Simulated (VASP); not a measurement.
# Mg (P6_3/mmc) in VASP: a series of runs, part 2 of 2

VASP 6.6.1.

### Step 3. Relaxation of cell and atoms, PBE

INCAR

```
ALGO = Normal
EDIFF = 1E-6
EDIFFG = -0.005
ENCUT = 600
GGA = PE
IBRION = 2
ISIF = 3
ISMEAR = -1
LASPH = True
LCHARG = False
LREAL = False
LWAVE = False
NELM = 80
NSW = 40
PREC = Accurate
SIGMA = 0.05
```

KPOINTS

```
k-points
0
Gamma
  10 10 5
```

POSCAR

```
Mg
1.0
    3.2093000000      0.0000000000      0.0000000000
   -1.6046500000      2.7793353284      0.0000000000
    0.0000000000      0.0000000000      5.2103000000
Mg
2
Direct
    0.6666666667      0.3333333333      0.7500000000
    0.3333333333      0.6666666667      0.2500000000
```

Potentials or basis: VASP PAW PBE potentials, release 54 (Mg).

Run with:

```bash
$ cat potpaw_PBE.54/Mg/POTCAR > POTCAR
$ mpirun -np 1 vasp_std > vasp.out
```

OUTCAR:

```text
EDIFF = 1E-6
   EDIFFG = -0.005
   ENCUT = 600
   GGA = PE
   IBRION = 2
   ISIF = 3
   ISMEAR = -1
   LASPH = True
   LREAL = False
   NELM = 80
   NSW = 40
   PREC = Accurate

 ion  position               nearest neighbor table
   1  0.667  0.333  0.750-   2 3.20   2 3.20   2 3.20   2 3.20   2 3.20   2 3.20
   2  0.333  0.667  0.250-   1 3.20   1 3.20   1 3.20   1 3.20   1 3.20   1 3.20

  LATTYP: Found a hexagonal cell.
 ALAT       =     3.2093000000
 C/A-ratio  =     1.6235004518

  Lattice vectors:

 A1 = (   3.2093000000,   0.0000000000,   0.0000000000)
 A2 = (  -1.6046500000,   2.7793353284,   0.0000000000)
 A3 = (   0.0000000000,   0.0000000000,   5.2103000000)

Analysis of symmetry for initial positions (statically):
=====================================================================
 Subroutine PRICEL returns:
 Original cell was already a primitive cell.

 Routine SETGRP: Setting up the symmetry group for a
 hexagonal supercell.

 Subroutine GETGRP returns: Found 24 space group operations
 (whereof 12 operations were pure point group operations)
 out of a pool of 24 trial point group operations.

The static configuration has the point symmetry D_3d.
 The point group associated with its full space group is D_6h.

Analysis of symmetry for dynamics (positions and initial velocities):
=====================================================================
 Subroutine PRICEL returns:
 Original cell was already a primitive cell.

 Routine SETGRP: Setting up the symmetry group for a
 hexagonal supercell.

 Subroutine GETGRP returns: Found 24 space group operations
 (whereof 12 operations were pure point group operations)
 out of a pool of 24 trial point group operations.

The dynamic configuration has the point symmetry D_3d.
 The point group associated with its full space group is D_6h.

 Subroutine INISYM returns: Found 24 space group operations
 (whereof 12 operations are pure point group operations),
 and found     1 'primitive' translations

----------------------------------------------------------------------------------------

                                     Primitive cell

  volume of cell :      46.4744

  direct lattice vectors                    reciprocal lattice vectors
     3.209300000  0.000000000  0.000000000     0.311594429  0.179899127  0.000000000
    -1.604650000  2.779335328  0.000000000     0.000000000  0.359798255  0.000000000
     0.000000000  0.000000000  5.210300000     0.000000000  0.000000000  0.191927528

  length of vectors
     3.209300000  3.209300000  5.210300000     0.359798255  0.359798255  0.191927528

  position of ions in fractional coordinates (direct lattice)
     0.666666667  0.333333333  0.750000000
     0.333333333  0.666666667  0.250000000

  ion indices of the primitive-cell ions
   primitive index   ion index
                 1           1
                 2           2

----------------------------------------------------------------------------------------

 KPOINTS: k-points

[... 28 lines left out ...]
  0.400000  0.000000  0.000000      6.000000
  0.500000  0.000000  0.000000      3.000000
[... 16 lines left out ...]
  0.300000  0.100000  0.200000     24.000000
  0.400000  0.100000  0.200000     24.000000
 [... further k-points ...]
   k-points           NKPTS =     42   k-points in BZ     NKDIM =     42   number of bands    NBANDS=      6
   number of dos      NEDOS =    301   number of ions     NIONS =      2
   total plane-waves  NPLWV =  32928
   dimension x,y,z NGX =    28 NGY =   28 NGZ =   42
   dimension x,y,z NGXF=    56 NGYF=   56 NGZF=   84
   ions per type =               2
   NGX,Y,Z   is equivalent  to a cutoff of  14.50, 14.50, 13.40 a.u.
   NGXF,Y,Z  is equivalent  to a cutoff of  29.01, 29.01, 26.80 a.u.
 SYSTEM =  unknown system
   PREC   = accura    normal or accurate (medium, high low for compatibility)
   ISTART =      0    job   : 0-new  1-cont  2-samecut
   ICHARG =      2    charge: 1-file 2-atom 10-const
   ISPIN  =      1    spin polarized calculation?
   LNONCOLLINEAR =      F non collinear calculations
   LSORBIT =      F    spin-orbit coupling
   LASPH  =      T    aspherical Exc in radial PAW
   ENCUT  =  600.0 eV  44.10 Ry    6.64 a.u.   6.41  6.41 10.41*2*pi/ulx,y,z
   NELM   =     80;   NELMIN=  2; NELMDL= -5     # of ELM steps
   EDIFF  = 0.1E-05   stopping-criterion for ELM
   LREAL  =      F    real-space projection
   EDIFFG = -.5E-02   stopping-criterion for IOM
   NSW    =     40    number of steps for IOM
   IBRION =      2    ionic relax: 0-MD 1-quasi-New 2-CG
   NFREE  =      1    steps in history (QN), initial steepest desc. (CG)
   ISIF   =      3    stress and relaxation
   ISYM   =      2    0-nonsym 1-usesym 2-fastsym
   POTIM  = 0.5000    time-step for ionic-motion
   TEBEG  =    0.0;   TEEND  =   0.0 temperature during run
   PSTRESS=    0.0 pullay stress
   NELECT =       4.0000    total number of electrons
   NUPDOWN=      -1.0000    fix difference up-down
   EMIN   =  10.00;   EMAX   =-10.00  energy-range for DOS
   EFERMI =   0.00;   METHOD = LEGACY
   ISMEAR =    -1;   SIGMA  =   0.05  broadening in eV -4-tet -1-fermi 0-gaus
   EFERMI_NEDOS =   21; number of points for ismear=-14 and -15
   IALGO  =     38    algorithm
   IMIX   =      4    mixing-type and parameters
     AMIX     =   0.40;   BMIX     =  1.00
     AMIX_MAG =   1.60;   BMIX_MAG =  1.00
  volume/ion in A,a.u.               =      23.24       156.81
  Fermi-wavevector in a.u.,A,eV,Ry     =   0.722809  1.365911  7.108401  0.522453
  Thomas-Fermi vector in A             =   1.812866
   LORBIT       =      0    0 simple, 1 ext, 2 COOP (PROOUT), +10 PAW based schemes
   GGA     = PE    functional components
   LHFCALC =     F    Hartree Fock is set to
   AEXX    =    0.0000 exact exchange contribution
   IVDW    =     0    specifies the selected vdW correction
   LEPSILON=     F    determine dielectric tensor
   LRPA    =     F    only Hartree local field effects (RPA)
 conjugate gradient relaxation of ions
 non-spin polarized calculation
  energy-cutoff  :      600.00
  volume of cell :       46.47
 maximum number of plane-waves:      1578
 NGX is ok and might be reduce to    28
   NGX = 13   NGY = 13   NGZ = 21

--------------------------------------- Ionic step        1  -------------------------------------------

 number of electron       4.0000000 magnetization

 Free energy of the ion-electron system (eV)
  ---------------------------------------------------
  ext. energy  EPLUGINS =         0.00000000
  ---------------------------------------------------
  free energy    TOTEN  =        -3.00654698 eV

  energy without entropy =       -2.99463733  energy(sigma->0) =       -3.00059215

------------------------ aborting loop because EDIFF is reached ----------------------------------------

  FORCE on cell =-STRESS in cart. coord.  units (eV):
  Direction    XX          YY          ZZ          XY          YZ          ZX
  --------------------------------------------------------------------------------------
  -------------------------------------------------------------------------------------
  Total       -0.2561229     -0.2561229      0.0812436      0.0000000     -0.0000000      0.0000000
  in kB       -8.8296793     -8.8296793      2.8008246      0.0000000     -0.0000000      0.0000000
  external PRESSURE =      -4.9528447 kB  Pullay stress =       0.0000000 kB
[... 167 lines left out ...]
--------------------------------------- Ionic step        6  -------------------------------------------

 number of electron       4.0000000 magnetization

 Free energy of the ion-electron system (eV)
  ---------------------------------------------------
  ext. energy  EPLUGINS =         0.00000000
  ---------------------------------------------------
  free energy    TOTEN  =        -3.01237599 eV

  energy without entropy =       -3.00377407  energy(sigma->0) =       -3.00807503

 E-fermi :   2.6877     XC(G=0):  -8.4950

 val. band max:        2.6243005819   @ k =   0.3000   0.3000   0.4000
 cond. band min:       2.7015401035   @ k =   0.4000   0.1000   0.4000
 fundamental gap:      0.0772395216
 Fermi energy:         2.6876699053

 k-point     1 :       0.0000    0.0000    0.0000
  band No.  band energies     occupation
      1      -4.2969      2.00000
      2       0.8095      2.00000
      3       1.1293      2.00000
      4      13.8982      0.00000
      5      13.8982      0.00000
      6      14.0858      0.00000
[... 199 lines left out ...]
 k-point    24 :       0.4000    0.1000    0.2000
  band No.  band energies     occupation
      1       0.0351      2.00000
      2       1.8703      2.00000
      3       3.2123      0.00006
      4       4.9791      0.00000
      5       6.8929      0.00000
      6       7.9295      0.00000

 [... further k-points ...]
[... 5 lines left out ...]
  --------------------------------------------------------------------------------------
  -------------------------------------------------------------------------------------
  Total        0.0057733      0.0057733      0.0037707      0.0000000      0.0000000      0.0000000
  in kB        0.2017367      0.2017367      0.1317588      0.0000000      0.0000000      0.0000000
  external PRESSURE =       0.1784108 kB  Pullay stress =       0.0000000 kB
[... 17 lines left out ...]
  FREE ENERGIE OF THE ION-ELECTRON SYSTEM (eV)
  ---------------------------------------------------
  free  energy   TOTEN  =        -3.0123759868 eV

  energy  without entropy=       -3.0037740705  energy(sigma->0) =       -3.00807503

 reached required accuracy - stopping structural energy minimisation
```

CONTCAR:

```text
Mg
   1.00000000000000
     3.1638207133300411   -0.0000000000000000    0.0000000000000000
    -1.5819103566650206    2.7399491107963372   -0.0000000000000000
     0.0000000000000000   -0.0000000000000000    5.2893005538477240
  Mg
     2
Direct
     0.6666666667000030    0.3333333332999970    0.7500000000000000
     0.3333333332999970    0.6666666667000030    0.2500000000000000

  0.00000000E+00  0.00000000E+00  0.00000000E+00
  0.00000000E+00  0.00000000E+00  0.00000000E+00
```

Wall time 55 s (1 thread of AMD EPYC 7R43 (Zen 3), shared host); peak memory 0.15 GiB.

What came out:

```yaml
Free_energy: -3.0124 eV
Relaxed_volume: 22.93 Å³/atom
Relaxed_cell: a = 3.164 Å, b = 3.164 Å, c = 5.289 Å, α = 90.00°, β = 90.00°, γ = 120.00°
Space_group_after_relaxing_to_0.05_Å: P6_3/mmc (No. 194)
Energy_gained_by_relaxing: 2.9 meV/atom
Ionic_steps: 6
Pressure_after_relaxing: 0.0 GPa
Band_gap_on_the_k_mesh: none (metal or under the smearing width)
```

Step by step:
```
step  energy change (eV)  largest force (eV/Å)  pressure (GPa)  volume (Å³)
   1              0.0000                0.0000           -0.50        46.47
   2             -0.0028                0.0000           -0.12        45.99
   3             -0.0044                0.0000            0.44        45.32
   4             -0.0054                0.0000            0.33        45.48
   5             -0.0054                0.0000            0.34        45.46
   6             -0.0058                0.0000            0.02        45.85
```

Final structure:
```
CELL_PARAMETERS angstrom
3.16382 0.00000 0.00000
-1.58191 2.73995 0.00000
0.00000 0.00000 5.28930
ATOMIC_POSITIONS crystal
Mg 0.66667 0.33333 0.75000
Mg 0.33333 0.66667 0.25000
```

### Step 4. Relaxation of cell and atoms, PBE

INCAR

```
  ALGO = Fast
  EDIFF = 1E-7
  EDIFFG = -0.02
  ENCUT = 580
  GGA = PE
  IBRION = 2
  ISIF = 3
  ISMEAR = -1
  LASPH = True
  LCHARG = False
  LREAL = False
  LWAVE = False
  NELM = 60
  NSW = 60
  PREC = Accurate
  SIGMA = 0.05
```

KPOINTS is that of step 3.

POSCAR is that of step 3.

Run with:

```bash
$ cat potpaw_PBE.54/Mg/POTCAR > POTCAR
$ mpirun -np 1 vasp_std > vasp.out
```

Wall time 59 s (1 thread of AMD EPYC 7R43 (Zen 3), shared host); peak memory 0.15 GiB.

It converged, with:

- Free energy: -3.0124 eV
- Relaxed volume: 22.93 Å³/atom
- Relaxed cell: a = 3.164 Å, b = 3.164 Å, c = 5.289 Å, α = 90.00°, β = 90.00°, γ = 120.00°
- Space group after relaxing (to 0.05 Å): P6_3/mmc (No. 194)
- Energy gained by relaxing: 2.9 meV/atom
- Ionic steps: 6
- Pressure after relaxing: 0.0 GPa
- Band gap on the k mesh: none (metal or under the smearing width)

The path:
```csv
step,energy change (eV),largest force (eV/Å),pressure (GPa),volume (Å³)
1,0.0000,0.0000,-0.50,46.47
2,-0.0028,0.0000,-0.12,45.99
3,-0.0044,0.0000,0.44,45.32
4,-0.0054,0.0000,0.33,45.48
5,-0.0054,0.0000,0.34,45.46
6,-0.0058,0.0000,0.02,45.85
```

Final structure:
```
CELL_PARAMETERS angstrom
3.16383 0.00000 0.00000
-1.58191 2.73995 0.00000
0.00000 0.00000 5.28934
ATOMIC_POSITIONS crystal
Mg 0.66667 0.33333 0.75000
Mg 0.33333 0.66667 0.25000
```

Levels at points of the mesh, in eV from the Fermi level:
| k point | band 1 | band 2 | band 3 | band 4 | band 5 | band 6 |
| --- | --- | --- | --- | --- | --- | --- |
| (0.00, 0.00, 0.00) | -6.98 | -1.88 | -1.56 | 11.21 | 11.21 | 11.40 |
| (0.50, 0.00, 0.00) | -2.12 | -2.07 | 2.58 | 2.92 | 3.04 | 3.52 |

### Step 5. The runs side by side

| task | potentials or basis | cell | cutoff (eV) | smearing | gap on the mesh (eV) | pressure (GPa) | relaxed volume (Å³/atom) |
| --- | --- | --- | --- | --- | --- | --- | --- |
| single point | VASP PAW PBE potentials, release 64 (Mg) | as given | 520 | gaussian 0.027 eV | none | -0.6 | - |
| relaxation of cell and atoms | VASP PAW PBE potentials, release 54 (Mg) | relaxed | 600 | fermi-dirac 0.05 eV | none | 0.0 | 22.93 |
| relaxation of cell and atoms | VASP PAW PBE potentials, release 54 (Mg) | relaxed | 580 | fermi-dirac 0.05 eV | none | 0.0 | 22.93 |

Alike in all rows: level PBE; no spin polarisation; k mesh 10 × 10 × 5.

Absolute energies hang on the potentials; compare differences alone.
